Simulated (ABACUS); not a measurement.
## WC (Qusongite): equation of state with PBE

The system is WC (Qusongite).

```
CELL_PARAMETERS angstrom
2.90650 0.00000 0.00000
-1.45325 2.51710 0.00000
0.00000 0.00000 2.83660
ATOMIC_POSITIONS crystal
W 0.00000 0.00000 0.00000
C 0.66667 0.33333 0.50000
```

```
Program                                       : ABACUS 3.10.1
Task                                          : equation of state
Functional                                    : PBE
Potentials or basis                           : SG15 ONCV 1.2 PBE
Cutoff                                        : 1116 eV
Density cutoff                                : 4463 eV
Basis                                         : plane waves
k mesh                                        : 7 × 7 × 6
Occupations                                   : fermi-dirac, width 0.05 eV
Spin                                          : no spin polarisation
Radial cutoff of the potentials (pseudo_rcut) : 7 bohr
SCF threshold on the density                  : 1e-08
Max SCF steps                                 : 100
Eigensolver                                   : dav
Mixing                                        : broyden
Mixing share                                  : 0.7
Symmetry key                                  : 1
Bands                                         : 20
```

```yaml
Equilibrium_volume: 10.52 Å³/atom
Bulk_modulus_at_fixed_shape_and_positions: 385 GPa
Pressure_derivative_of_the_bulk_modulus: "4.1 (rough: it moves with the points fitted)"
```

Energy against volume, from the lowest point:
```tsv
volume (Å³/atom)	energy (meV/atom)
9.754	76.96
10.169	14.97
10.584	0.00
10.999	23.43
```

All runs of the series together: 18 s on 4 threads of Intel(R) Xeon(R) Platinum 8259CL CPU @ 2.50GHz (Skylake/Cascade Lake) (shared host).

Caveat: the k mesh is coarse (spacing up to 0.37 Å⁻¹), so the values aren't converged; the cell was scaled at fixed shape and fractional positions, which overstates the stiffness of a crystal with free parameters, most of all of layers and chains. Spin-orbit coupling is left out, which matters for the levels of W.
